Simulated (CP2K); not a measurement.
**Te2Mo in CP2K: the effect of functional**

Te2Mo, a slab with vacuum:

```
Te Mo
1.0
     6.36161    0.00000    0.00000
     0.00000    3.48040    0.00000
    -0.08574    0.00000   36.17589
Te Mo
4 2
Direct
  0.42925 0.75000 0.54070
  0.57075 0.25000 0.45930
  0.92085 0.25000 0.55653
  0.07915 0.75000 0.44347
  0.18135 0.25000 0.49747
  0.81865 0.75000 0.50253
```

Alike in all runs:

| Quantity | Value |
| --- | --- |
| Program | CP2K 2026.2 |
| Potentials or basis | POTENTIAL_UZH Te GTH-PBE-q6, Mo GTH-PBE-q14; DZVP-MOLOPT-PBE-GTH basis |
| Density cutoff | 9184 eV |
| k mesh | 4 × 8 × 1 |
| Occupations | fermi-dirac, width 0.05 eV |
| Spin | no spin polarisation |

| functional | largest force (eV/Å) |
| --- | --- |
| LDA | 0.32 |
| PBEsol | 0.43 |
| BLYP | 1.20 |
| PW91 | 0.73 |
| WC | ? |
| r2SCAN | 0.47 |

Q: What does the run with functional WC give?

A: Largest force 0.48 eV/Å.

Caveats: the potentials were made for another functional, which shifts forces and pressure.

Runs at the PBE level aren't shown here.
